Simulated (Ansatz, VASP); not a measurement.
## One calculation of Cu, two programs

Contents of INCAR:

```
ALGO = Fast ; EDIFF = 1E-6
ENCUT = 520 ; GGA = PS
ISIF = 2 ; ISMEAR = 0
LASPH = T ; LCHARG = T
LELF = T ; LREAL = F
LVHAR = T ; LWAVE = F
NBANDS = 12 ; NELM = 60
PREC = Accurate ; SIGMA = 0.15
```

The input KPOINTS:

```
k-points
0
Gamma
  24 24 24
```

POSCAR

```
Cu
1.0
   -1.4427933200      1.4427933200      1.3967226717
    1.4427933200     -1.4427933200      1.3967226717
    1.4427933200      1.4427933200     -1.3967226717
Cu
1
Direct
    0.0000000000      0.0000000000      0.0000000000
```

Input for Ansatz:

```yaml
crystal:
  lattice:
    - [-1.44279332, 1.44279332, 1.3967226717]
    - [1.44279332, -1.44279332, 1.3967226717]
    - [1.44279332, 1.44279332, -1.3967226717]
  atoms:
    - { symbol: Cu, position: [0.0, 0.0, 0.0] }
basis:
  ecutwfc: 420
kpoints:
  mp_grid: { grid: [24, 24, 24] }
hamiltonian:
  xc: pbesol
scf:
  occupations: { method: gaussian, width: 0.15 }
output:
  forces: true
  stress: true
  eigenvalues: true
```

Change from the starting cell: strain +0.000 along x and y, +0.015 along z, atoms carried along.

Alike in both runs: task single point; functional PBEsol; k mesh 24 × 24 × 24; occupations gaussian, width 0.15 eV; no spin polarisation.

|  | VASP | Ansatz |
| --- | --- | --- |
| version | VASP 6.6.1 | Ansatz 0.2.0 |
| potentials or method | VASP PAW PBE potentials, release 64 (Cu) | scalar-relativistic, plane waves, PAW |
| plane-wave cutoff (eV) | 520 | 420 |
| valence electrons in the cell | 11 | 19 |

Ansatz gave:

| Property | Result |
| --- | --- |
| gap on the k mesh at the Fermi level (eV) | none |
| pressure (GPa) | -3.7 |
| largest component of the traceless stress (GPa) | 0.10 |

**Question.** What did VASP give for the same quantities?

**Answer.** gap on the k mesh at the Fermi level (eV): none; pressure (GPa): -3.0; largest component of the traceless stress (GPa): 0.11.

A gap of «none» marks a metal or a gap that the smearing closes. The two sets of potentials don't hold the same shells in valence.

Caveats: the PAW data sets were made with another functional, which shifts forces and pressure a little (VASP).
